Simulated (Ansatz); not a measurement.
Computed with DFT PBE, scalar-relativistic, plane waves, PAW in Ansatz 0.2.0. All cells share a 420 eV cutoff and Γ-centred k meshes spaced at most about 0.3 Å⁻¹ (2π included). No spin polarisation.

All energies are static (0 K, no zero-point motion).

Two forms of Si₂Ge were relaxed alike.

A.

```yaml
crystal:
  lattice:
    - [-1.96358, 1.96358, 8.33094]
    - [1.96358, -1.96358, 8.33094]
    - [1.96358, 1.96358, -8.33094]
  atoms:
    - { symbol: Si, position: [0.08482, 0.58482, 0.50000] }
    - { symbol: Si, position: [0.41518, 0.91518, 0.50000] }
    - { symbol: Si, position: [0.66518, 0.66518, 0.00000] }
    - { symbol: Si, position: [0.33482, 0.33482, 0.00000] }
    - { symbol: Ge, position: [0.00000, 0.00000, 0.00000] }
    - { symbol: Ge, position: [0.75000, 0.25000, 0.50000] }
```

B.

```yaml
crystal:
  lattice:
    - [3.92939, 0.00000, 0.00000]
    - [-1.96470, 3.40295, 0.00000]
    - [0.00000, 0.00000, 9.63013]
  atoms:
    - { symbol: Si, position: [0.00000, 0.00000, 0.87676] }
    - { symbol: Si, position: [0.33333, 0.66667, 0.79750] }
    - { symbol: Si, position: [0.00000, 0.00000, 0.12324] }
    - { symbol: Si, position: [0.66667, 0.33333, 0.20250] }
    - { symbol: Ge, position: [0.33333, 0.66667, 0.54611] }
    - { symbol: Ge, position: [0.66667, 0.33333, 0.45389] }
```

Problem. Which arrangement of the elements on these sites is preferred, and by what margin?

Solution. They are level within the accuracy (under 1 meV/atom apart). The two share one framework of sites and differ in which element sits where. A has Si and Ge ordered on diamond sites, space group I4_1/amd (No. 141), 21.4 Å³/atom and a gap of 0.49 eV on its mesh; B has Si and Ge ordered on diamond sites, space group P-3m1 (No. 164), 21.5 Å³/atom and a gap of 0.43 eV. Counting Ge atoms around Si (those within 1.25 times the shortest such distance or 1.15 times the sum of covalent radii; a plus sign parts nearer from farther groups; the shortest distance is added where it is long for a bond; a slash parts the counts of unlike sites), A has Si 2 and B has Si 1/3+3 from 3.9 Å. In A, around Si lie 2 Si at 2.38 Å and 2 Ge at 2.42 Å; Ge has 4 Si at 2.42 Å. In B, around Si on its first site lie 4 Si at 2.37–2.39 Å; Si on its second site is surrounded by 3 Si at 2.39 Å and 1 Ge at 2.42 Å; Ge has 1 Si at 2.42 Å and 3 Ge at 2.44 Å. Both come from invented guesses. The lowest form computed isn't among them: it has Si and Ge ordered on diamond sites, space group Imma (No. 74), 21.4 Å³/atom and lies 4 meV/atom below the best shown.

Kohn–Sham gaps at this level usually fall short of measured ones. Cells relaxed within their symmetry can be saddle points.
